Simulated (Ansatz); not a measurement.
A run of Ansatz 0.2.0:

input.yaml

```yaml
crystal:
  lattice:
    - [2.714, 0.0, 0.0]
    - [-1.357, 2.3503929459, 0.0]
    - [0.0, 0.0, 4.41]
  atoms:
    - { symbol: Cr, position: [0.6666666667, 0.3333333333, 0.75], spin: 3.0 }
    - { symbol: Cr, position: [0.3333333333, 0.6666666667, 0.25], spin: 3.0 }
kpoints:
  mp_grid: { grid: [8, 8, 5] }
scf:
  occupations: { method: fermi_dirac, width: 0.05 }
hamiltonian:
  xc: lda
  pseudopotentials: { kind: all_electron, lapw: { basis_error: 0.001 } }
  hubbard:
    sites: [{ species: Cr, l: d, u_eff: 4 }]
    double_counting: fll
    projectors: ortho-atomic
magnetization:
  spin_polarized: true
output:
  forces: true
  stress: true
  eigenvalues: true
  dos: { projected: false, de: 0.2, e_range: [-10, 6] }
  hubbard: {}
```

Potentials or basis: all-electron LAPW, scalar-relativistic.

Launch:

```sh
$ ansatz run input.yaml --threads 2 --pin off --max-ram 6144MiB --backend cpu --events-out ev --progress --plain --runs-dir out
```

Hardware: 2 threads of Arm Neoverse V1 (shared host).

Question: How long does it take, and how much memory?

Answer: Run time: 13 s on 2 threads of Arm Neoverse V1 (shared host), peak memory 0.39 GiB. Counts: scf iterations 13, plane waves 263, k points 30, bands 21.
